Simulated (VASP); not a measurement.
BN, 2 atoms in the cell. It takes space group F-43m (No. 216, cubic). The conventional cell has a = 3.607 Å, b = 3.607 Å, c = 3.607 Å, α = 90.00°, β = 90.00°, γ = 90.00°. B (site symmetry -43m) has 4 N at 1.56 Å as nearest neighbours. Around N (site symmetry -43m) lie 4 B at 1.56 Å. The cell is a database's computed one.

| Item | Value |
| --- | --- |
| Program | VASP 6.6.1 |
| Task | band structure |
| Functional | r2SCAN |
| Potentials or basis | VASP PAW PBE potentials, release 64 (B, N) |
| Cutoff | 520 eV |
| k mesh | 12 × 12 × 12 |
| Occupations | gaussian, width 0.02 eV |
| Spin | no spin polarisation |
| Further INCAR settings | ALGO = Normal; EDIFF = 1e-06 |

Potentials or basis: VASP PAW PBE potentials, release 64 (B, N).

Command:

```console
$ cat potpaw_PBE.64/B/POTCAR potpaw_PBE.64/N/POTCAR > POTCAR
$ mpirun -np 1 vasp_std > vasp.out
```

Hardware: 1 thread of Intel(R) Xeon(R) Platinum 8259CL CPU @ 2.50GHz (Skylake/Cascade Lake), with other jobs on the host.

Problem. How long does it take, and how much memory?

Solution. Run time: 54 s on 1 thread of Intel(R) Xeon(R) Platinum 8259CL CPU @ 2.50GHz (Skylake/Cascade Lake), on a shared host, peak memory 0.12 GiB. Counts: scf iterations 29, k points 72.
